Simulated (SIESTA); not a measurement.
InAs:

```
CELL_PARAMETERS angstrom
0.00000 3.01800 3.01800
3.01800 0.00000 3.01800
3.01800 3.01800 0.00000
ATOMIC_POSITIONS crystal
In 0.00000 0.00000 0.00000
As 0.75000 0.75000 0.75000
```

Base run:

```yaml
Program: SIESTA 5.4.2
Functional: vdW-DF-cx
Potentials_or_basis: PseudoDojo 0.4 standard (PBE files)
Basis: DZP (energy shift 0.003 Ry; two zetas on semicore shells)
Grid_cutoff: 500 Ry
Energy_shift: 0.003 Ry
k_mesh: 8 × 8 × 8
Occupations: fermi-dirac, width 0.05 eV
Spin: no spin polarisation
```

Its results: band gap on the k mesh none (metal or under the smearing width); pressure 2.5 GPa.

Task: The run is repeated on the same cell with these changes: functional from vdW-DF-cx to RPBE. What comes out?

Result: Band gap on the k mesh 0.11 eV, direct; pressure 6.2 GPa.

Caveats: the potentials were made for another functional, which shifts forces and pressure; spin-orbit coupling is left out, which moves the levels of the heavy elements; the basis of atomic orbitals isn't converged, which shifts pressures, moduli and gaps.
